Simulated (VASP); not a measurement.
# MgO: NMR shieldings

Wanted: the shieldings and field gradients at the nuclei of MgO. The cell has space group P6_3mc, a computed entry that need not be the common form of this compound. The start is a computed cell from the Materials Project.

Calculated with VASP 6.6.1; LDA; plane waves and PAW (Mg, O), in the first sound run; inputs show where later runs differ.

## Step 1: The structure

Symmetry: P6_3mc, No. 186, hexagonal system. The conventional cell has a = 3.251 Å, b = 3.251 Å, c = 10.386 Å, α = 90.00°, β = 90.00°, γ = 120.00°. Nearest to Mg lie 4 O at 1.97 to 1.98 Å. Nearest to Mg lie 4 O at 1.97 to 1.99 Å. Nearest to O lie 4 Mg at 1.97 Å. Nearest to O lie 4 Mg at 1.98 to 1.99 Å. Farther neighbours and most contacts between anions are not listed.

As a file:

```xyz
8
Lattice="3.2506 0.0000 0.0000 -1.6253 2.8151 0.0000 0.0000 0.0000 10.3863" Properties=species:S:1:pos:R:3 pbc="T T T"
Mg    1.6253    0.9384    4.8781
Mg    0.0000    0.0000    7.4886
Mg    0.0000    0.0000    2.2954
Mg    0.0000    1.8767   10.0712
O     1.6253    0.9384    2.9065
O     0.0000    0.0000    0.3063
O     0.0000    0.0000    5.4995
O     0.0000    1.8767    8.0997
```

## Step 2: Ground state

The next steps need an insulator, so the gap is checked first.

Contents of INCAR:

```
SYSTEM = MgO
PREC = Accurate
ENCUT = 520
EDIFF = 1E-07
NELM = 100
ISMEAR = 0
SIGMA = 0.01
LREAL = .FALSE.
ALGO = Normal
GGA = CA
NBANDS = 24
LORBIT = 11
LWAVE = .FALSE.
LCHARG = .FALSE.
KPAR = 4
```

Contents of POSCAR:

```
MgO
1.0
    3.2505941898      0.0000000000      0.0000000000
   -1.6252970949      2.8150971457      0.0000000000
    0.0000000000      0.0000000000     10.3863377325
Mg O
4 4
Direct
    0.6666666667      0.3333333333      0.4696623800
    0.0000000000      0.0000000000      0.7210023100
    0.0000000000      0.0000000000      0.2210023100
    0.3333333333      0.6666666667      0.9696623800
    0.6666666667      0.3333333333      0.2798401500
    0.0000000000      0.0000000000      0.0294933400
    0.0000000000      0.0000000000      0.5294933400
    0.3333333333      0.6666666667      0.7798401500
```

Contents of KPOINTS:

```
Automatic mesh
0
Gamma
8 8 3
0 0 0
```

PAW data sets: Mg and O (PBE family, release 64).

Started as:

```
$ mpirun -np 4 vasp_std
```

Output:

```text
[banner, memory and clock lines left out]
running    4 mpi-ranks, on    1 nodes
 distrk:  each k-point on    1 cores,    4 groups
 distr:  one band on    1 cores,    1 groups

 POSCAR found type information on POSCAR MgO
 POSCAR found :  2 types and       8 ions
|                                                                             |
|               ----> ADVICE to this user running VASP <----                  |
|                                                                             |
|     You enforced a specific xc type in the INCAR file but a different       |
|     [... a line on the potential file left out ...]
|     I HOPE YOU KNOW WHAT YOU ARE DOING!                                     |
|                                                                             |

 LDA part: xc-table for (Slater(with rela. corr.)+CA(PZ))
 , standard interpolation
 POSCAR, INCAR and KPOINTS ok, starting setup
 FFT: planning ... GRIDC
 FFT: planning ... GRID_SOFT
 FFT: planning ... GRID
 WAVECAR not read
 entering main loop
       N       E                     dE             d eps       ncg     rms          rms(c)
DAV:   1     0.142336336893E+03    0.14234E+03   -0.14514E+04   960   0.116E+03
DAV:   2    -0.491962869059E+02   -0.19153E+03   -0.18201E+03  1336   0.249E+02
DAV:   3    -0.598760441780E+02   -0.10680E+02   -0.10637E+02  1256   0.604E+01
DAV:   4    -0.599450979821E+02   -0.69054E-01   -0.69050E-01  1048   0.576E+00
DAV:   5    -0.599455980310E+02   -0.50005E-03   -0.50004E-03  1256   0.477E-01    0.155E+01
DAV:   6    -0.522917055611E+02    0.76539E+01   -0.32266E+01  1056   0.330E+01    0.560E+00
DAV:   7    -0.520586187244E+02    0.23309E+00   -0.55244E-01  1008   0.519E+00    0.311E+00
DAV:   8    -0.519266839757E+02    0.13193E+00   -0.23434E-01  1112   0.435E+00    0.576E-01
DAV:   9    -0.519224473351E+02    0.42366E-02   -0.18093E-02  1128   0.896E-01    0.144E-01
DAV:  10    -0.519228307599E+02   -0.38342E-03   -0.26958E-04  1088   0.119E-01    0.224E-02
DAV:  11    -0.519228295081E+02    0.12518E-05   -0.60341E-06  1208   0.232E-02    0.101E-02
DAV:  12    -0.519228308259E+02   -0.13178E-05   -0.37237E-06  1104   0.157E-02    0.620E-03
DAV:  13    -0.519228304809E+02    0.34500E-06   -0.60397E-07  1112   0.841E-03    0.372E-03
DAV:  14    -0.519228302569E+02    0.22398E-06   -0.11697E-06  1080   0.653E-03    0.317E-04
DAV:  15    -0.519228302482E+02    0.86961E-08   -0.22096E-08   576   0.101E-03
   1 F= -.51922830E+02 E0= -.51922830E+02  d E =-.903935E-69
```

It took 6.2 s on 4 MPI ranks of Intel Xeon 6975P-C (Granite Rapids), shared host; peak memory 0.72 GiB; 21 s of CPU time.

The logs omit lines about the potential files and the build; timing stands in the text.

Parts of OUTCAR (step 2):

```text
ion  position               nearest neighbor table
   1  0.667  0.333  0.470-   5 1.97   7 1.98   7 1.98   7 1.98   3 3.19   3 3.19   3 3.19   2 3.22
                             2 3.22   2 3.22
   2  0.000  0.000  0.721-   8 1.97   8 1.97   8 1.97   7 1.99   4 3.19   4 3.19   4 3.19   1 3.22
                             1 3.22   1 3.22
   3  0.000  0.000  0.221-   5 1.97   5 1.97   5 1.97   6 1.99   1 3.19   1 3.19   1 3.19   4 3.22
                             4 3.22   4 3.22
   4  0.333  0.667  0.970-   8 1.97   6 1.98   6 1.98   6 1.98   2 3.19   2 3.19   2 3.19   3 3.22
                             3 3.22   3 3.22
   5  0.667  0.333  0.280-   1 1.97   3 1.97   3 1.97   3 1.97
   6  0.000  0.000  0.029-   4 1.98   4 1.98   4 1.98   3 1.99
   7  0.000  0.000  0.529-   1 1.98   1 1.98   1 1.98   2 1.99
   8  0.333  0.667  0.780-   4 1.97   2 1.97   2 1.97   2 1.97

  LATTYP: Found a hexagonal cell.
 ALAT       =     3.2505941898
 C/A-ratio  =     3.1952120523

 Subroutine GETGRP returns: Found 12 space group operations
 (whereof  6 operations were pure point group operations)

The static configuration has the point symmetry C_3v.
 The point group associated with its full space group is C_6v.

 Found     20 irreducible k-points:

   k-points           NKPTS =     20   k-points in BZ     NKDIM =     20   number of bands    NBANDS=     24

   dimension x,y,z NGX =    24 NGY =   24 NGZ =   80
   dimension x,y,z NGXF=    48 NGYF=   48 NGZF=  160

   ENCUT  =  520.0 eV  38.22 Ry    6.18 a.u.   6.04  6.04 19.31*2*pi/ulx,y,z

   NELECT =      32.0000    total number of electrons

 k-points in reciprocal lattice and weights: Automatic mesh
   0.00000000  0.00000000  0.00000000       0.005
   0.12500000 -0.00000000  0.00000000       0.031
   0.25000000 -0.00000000  0.00000000       0.031
   0.37500000 -0.00000000  0.00000000       0.031
   0.50000000 -0.00000000  0.00000000       0.016
   0.12500000  0.12500000  0.00000000       0.031
   0.25000000  0.12500000  0.00000000       0.062
   0.37500000  0.12500000  0.00000000       0.062
   0.25000000  0.25000000  0.00000000       0.031
[...]
0.25000000  0.25000000  0.33333333       0.062
   0.37500000  0.25000000  0.33333333       0.062

 average (electrostatic) potential at core
       1 -36.0942       2 -36.0953       3 -36.0953       4 -36.0942       5 -71.2519
       6 -71.2818       7 -71.2818       8 -71.2519

 E-fermi :   0.6219

 k-point     1 :       0.0000    0.0000    0.0000
  band No.  band energies     occupation
    ...
     12       0.2606      2.00000
     13       0.2606      2.00000
     14       0.3681      2.00000
     15       0.3681      2.00000
     16       0.5000      2.00000
     17       4.0122      0.00000
     18       6.3422      0.00000
     19       6.4474      0.00000
     20       9.0092      0.00000
     21      10.2400      0.00000
    ...

 k-point     2 :       0.1250   -0.0000    0.0000
  band No.  band energies     occupation
    ...
     12       0.0844      2.00000
     13       0.1854      2.00000
     14       0.2013      2.00000
     15       0.3639      2.00000
     16       0.4662      2.00000
     17       4.7445      0.00000
     18       6.6706      0.00000
     19       6.7987      0.00000
     20       9.3609      0.00000
     21      10.0921      0.00000
    ...

 k-point     3 :       0.2500   -0.0000    0.0000
  band No.  band energies     occupation
    ...
     12      -0.1393      2.00000
     13       0.0528      2.00000
     14       0.0662      2.00000
     15       0.3128      2.00000
     16       0.3566      2.00000
     17       6.1532      0.00000
     18       7.2167      0.00000
     19       7.4211      0.00000
     20       9.1100      0.00000
     21      10.5991      0.00000
    ...

  Total       -2.1323229     -2.1323229     -1.9697473      0.0000000      0.0000000      0.0000000
  in kB      -35.9455374    -35.9455374    -33.2049259      0.0000000      0.0000000      0.0000000
  external PRESSURE =     -35.0320002 kB  Pullay stress =       0.0000000 kB

  energy-cutoff  :      520.00
  volume of cell :       95.04
      direct lattice vectors                 reciprocal lattice vectors
     3.250594190  0.000000000  0.000000000     0.307636063  0.177613764  0.000000000
    -1.625297095  2.815097146  0.000000000     0.000000000  0.355227528  0.000000000
     0.000000000  0.000000000 10.386337732     0.000000000  0.000000000  0.096280328

 POSITION                                       TOTAL-FORCE (eV/Angst)
 -----------------------------------------------------------------------------------
      1.62530      0.93837      4.87807         0.000000      0.000000     -0.007518
      0.00000      0.00000      7.48857         0.000000      0.000000     -0.001400
      0.00000      0.00000      2.29540         0.000000     -0.000000     -0.001400
     -0.00000      1.87673     10.07124         0.000000      0.000000     -0.007518
      1.62530      0.93837      2.90651         0.000000      0.000000      0.008266
      0.00000      0.00000      0.30633         0.000000      0.000000      0.000652
      0.00000      0.00000      5.49950        -0.000000     -0.000000      0.000652
     -0.00000      1.87673      8.09968         0.000000      0.000000      0.008266
 -----------------------------------------------------------------------------------
    total drift:                               -0.000000     -0.000001     -0.000880

  FREE ENERGIE OF THE ION-ELECTRON SYSTEM (eV)
  ---------------------------------------------------
  free  energy   TOTEN  =       -51.9228302482 eV

  energy  without entropy=      -51.9228302482  energy(sigma->0) =      -51.92283025

 total charge
# of ion       s       p       d       tot
------------------------------------------
    1        0.173   0.197   0.083   0.452
    2        0.171   0.195   0.082   0.448
    3        0.171   0.195   0.082   0.448
    4        0.173   0.197   0.083   0.452
    5        1.532   3.524   0.000   5.056
    6        1.532   3.519   0.000   5.051
    7        1.532   3.519   0.000   5.051
    8        1.532   3.524   0.000   5.056
--------------------------------------------------
tot          6.818  14.868   0.330  22.016

[... 3 further parts left out ...]
```

The gap is read on the k-mesh alone, so it is an upper bound where the band edges lie off the mesh. The PAW data sets were made with PBE, though LDA sets exist; this is a small mismatch.

Numbers from this step:

```
free energy (TOTEN)            : -51.9228 eV
Fermi energy                   : 0.6219 eV
pressure                       : -3.503 GPa
gap on the k-mesh              : 3.512 eV
least direct gap on the k-mesh : 3.512 eV
```

The cell has a gap of 3.51 eV on this mesh and a pressure of -3.5 GPa, which holds the misfit of the given cell and coordinates with this functional, and any error of cutoff, mesh and data sets.

(Continued in part 2 of 7.)

[Lines on the potential files, build, host, timing and source positions are cut from VASP's logs without a mark.]

[Logs are printed without paths, hosts, clocks, repeated set-up lines and the standing remarks that a program may print on its own settings, such as how far it seeks lower states.]

[Hosts, paths, dates, database ids (printed as entryN), source tags and the programs' standing remarks are cut or masked in the printed files.]
